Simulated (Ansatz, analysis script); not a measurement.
# Magnetovolume effects in a free-standing triangular Re monolayer, spacing 2.603 Å

Aim: follow the moments and energy of a free-standing triangular Re monolayer, spacing 2.603 Å as the cell is scaled, from three starts.

Program: Ansatz 0.2.0. Level of theory: PBE, PAW set soft_1. Results are calculated unless marked as measured.

This is a report of a sequence of runs, with most program output left out.

## Step 1: Set-up

The cell holds 1 atom: 1 Re. Cell: a = 2.603 Å, b = 2.603 Å, c = 14.000 Å, α = 90.0°, β = 90.0°, γ = 120.0°. An idealised lattice of chosen spacing, in vacuum. Vacuum lies along c.

## Step 2: Two spin channels first

The work starts on two spin channels, which tell the size of the moments.

input.yaml reads:

```yaml
crystal:
  lattice:
    - [2.603, 0.0, 0.0]
    - [-1.3015, 2.254264, 0.0]
    - [0.0, 0.0, 14.0]
  atoms:
    - { symbol: Re, position: [0.0, 0.0, 0.5], spin: 1.0 }
magnetization:
  spin_polarized: true
kpoints:
  mp_grid: { grid: [19, 19, 1] }
hamiltonian:
  xc: pbe
  pseudopotentials: { kind: paw, azcp: { folder: soft_1 } }
scf:
  occupations: { method: fermi_dirac, width: 0.05 }
  max_iter: 120
  convergence: { dr2_threshold: 1.0e-08 }
  lower_state_search: "off"
```

On the command line:

```bash
> ansatz run input.yaml --threads 2 --pin off --max-ram 5120MiB --backend cpu --events-out ev --progress --plain --runs-dir out
```

It took 4 s on 2 threads of Arm Neoverse V1, shared host; peak memory 0.31 GiB.

The spin moment in the atom's sphere vanishes on all atoms.

The run ends non-magnetic, with a net moment of 0 μB a cell. The run left the order that was typed.

## Step 3: Mesh refined

Levels at the Fermi energy are partly filled, so moments and energy differences can hang on the k-mesh, and the state is solved again on a denser one.

Changes to input.yaml since step 2:

```diff
@@ -10,3 +10,3 @@
 kpoints:
-  mp_grid: { grid: [19, 19, 1] }
+  mp_grid: { grid: [24, 24, 1] }
 hamiltonian:
@@ -19 +19,3 @@
   lower_state_search: "off"
+basis:
+  ecutwfc: 420.0
```

Elapsed: 5.2 s, on 2 threads; peak memory 0.35 GiB; 10 s of CPU time.

The spin moment in the atom's sphere vanishes on all atoms.

The run ends non-magnetic, with a net moment of 0 μB a cell, against 0 μB on the first mesh.

The cell's area in the plane is scaled by the factor named; fractional positions stay, and energies count from the lowest run.

## Step 4: Factor 0.8, typed moments

Three starts at each size show whether high-spin, low-spin and non-magnetic states coexist. One mesh, built for the smallest cell, and one cutoff serve all sizes, so that energies can be subtracted.

input.yaml, the sections that differ from step 3:

```yaml
crystal:
  lattice:
    - [2.32819398, 0.0, 0.0]
    - [-1.16409699, 2.01627502, 0.0]
    - [0.0, 0.0, 14.0]
  atoms:
    - { symbol: Re, position: [0.0, 0.0, 0.5], spin: 1.0 }
kpoints:
  mp_grid: { grid: [26, 26, 1] }
output:
  stress: true
# magnetization, hamiltonian, scf, basis: as in step 3
```

On the command line:

```bash
> ansatz run input.yaml --threads 1 --pin off --max-ram 2560MiB --backend cpu --events-out ev --progress --plain --runs-dir out
```

The job ended after 9.9 s (1 thread; peak memory 0.34 GiB).

It ends non-magnetic, with 0 μB on the largest site.

## Step 5: Factor 0.8, starting moments cut to 30 %

A self-consistent run from these starting moments shows which magnetic state they lead to.

Changes to input.yaml since step 4:

```diff
@@ -6,3 +6,3 @@
   atoms:
-    - { symbol: Re, position: [0.0, 0.0, 0.5], spin: 1.0 }
+    - { symbol: Re, position: [0.0, 0.0, 0.5], spin: 0.3 }
 magnetization:
```

The job ended after 9.4 s (1 thread; peak memory 0.34 GiB).

It ends non-magnetic, with 0 μB on the largest site.

## Step 6: Factor 0.94, typed moments

input.yaml, the sections that differ from step 5:

```yaml
crystal:
  lattice:
    - [2.52370213, 0.0, 0.0]
    - [-1.26185107, 2.18559004, 0.0]
    - [0.0, 0.0, 14.0]
  atoms:
    - { symbol: Re, position: [0.0, 0.0, 0.5], spin: 1.0 }
# magnetization, kpoints, hamiltonian, scf, basis, output: as in step 5
```

Wall time 11 s (1 thread); peak memory 0.36 GiB.

It ends non-magnetic, with 0 μB on the largest site.

## Step 7: Factor 1.07, typed moments

Changes to input.yaml since step 6:

```diff
@@ -2,4 +2,4 @@
   lattice:
-    - [2.52370213, 0.0, 0.0]
-    - [-1.26185107, 2.18559004, 0.0]
+    - [2.69256414, 0.0, 0.0]
+    - [-1.34628207, 2.33182881, 0.0]
     - [0.0, 0.0, 14.0]
```

Elapsed: 60 s, on 1 thread; peak memory 0.53 GiB.

It ends non-magnetic, with 0 μB on the largest site.

## Step 8: Factor 1.25, typed moments

Changes to input.yaml since step 7:

```diff
@@ -2,4 +2,4 @@
   lattice:
-    - [2.69256414, 0.0, 0.0]
-    - [-1.34628207, 2.33182881, 0.0]
+    - [2.91024247, 0.0, 0.0]
+    - [-1.45512124, 2.52034377, 0.0]
     - [0.0, 0.0, 14.0]
```

The job ended after 14 s (1 thread; peak memory 0.4 GiB).

It ends ferromagnetic, with 0.879 μB on the largest site.

## Step 9: Factor 1.36, no spin

input.yaml, the sections that differ from step 8:

```yaml
crystal:
  lattice:
    - [3.03559356, 0.0, 0.0]
    - [-1.51779678, 2.62890099, 0.0]
    - [0.0, 0.0, 14.0]
  atoms:
    - { symbol: Re, position: [0.0, 0.0, 0.5] }
scf:
  occupations: { method: fermi_dirac, width: 0.05 }
  max_iter: 120
  convergence: { dr2_threshold: 1.0e-08 }
# kpoints, hamiltonian, basis, output: as in step 8
# magnetization: removed
```

Elapsed: 5 s, on 1 thread; peak memory 0.37 GiB.

This is the reference without moments at this size.

The other 18 runs of this kind were made alike; their results stand in the table below.

## Step 10: The curves

```tsv
factor	E typed (meV/atom)	E small	E no spin	largest moment, typed (μB)	small	state, typed	state, small
0.8	1373.1	1373.1	1373.1	0.00	0.00	non-magnetic	non-magnetic
0.87	423.2	423.2	423.2	0.00	0.00	non-magnetic	non-magnetic
0.94	35.5	35.5	35.5	0.00	0.00	non-magnetic	non-magnetic
1	0.0	0.0	0.0	0.00	0.00	non-magnetic	non-magnetic
1.07	184.8	184.8	184.8	0.00	0.00	non-magnetic	non-magnetic
1.15	528.0	528.0	574.6	0.71	0.71	ferromagnetic	ferromagnetic
1.25	1086.0	1086.0	1200.4	0.88	0.88	ferromagnetic	ferromagnetic
1.36	1768.9	1768.9	1953.3	1.11	1.11	ferromagnetic	ferromagnetic
```

## Step 11: What came out

| Item | Value |
| --- | --- |
| lowest run | factor 1, typed moments |
| largest moment, typed start | 0 μB at 0.8 to 1.11 μB at 1.36 |
| gain by magnetism | 0.0 to 184.4 meV/atom |

**Reading.** From a factor of 0.8 to 1.36 the largest moment goes from 0 to 1.11 μB. The moment is lost at factors of 1.07 or less among those run. Site moments are taken in spheres that grow with the cell. It rises fastest, by 0.71 μB between 1.07 and 1.15; the grid is too coarse to tell a step from a steep rise. Both magnetic starts, which share one pattern of signs, end on one state at every size; other orders were not tried. The cell's shape and the atoms were not relaxed. The 24 scaled-cell runs took 4.9 min of wall time, added up.

[Logs and program files are shortened in this print: banners, set-up blocks, solver, clock and traceback lines can be left out without a mark of their own.]

[Logs are printed without paths, hosts, clocks, repeated set-up lines and the standing remarks that a program may print on its own settings, such as how far it seeks lower states.]

[Hosts, paths, dates, database ids (printed as entryN), source tags and the programs' standing remarks are cut or masked in the printed files.]

[Where the input sets lower_state_search to off, the program did not look for lower states, so one may exist.]
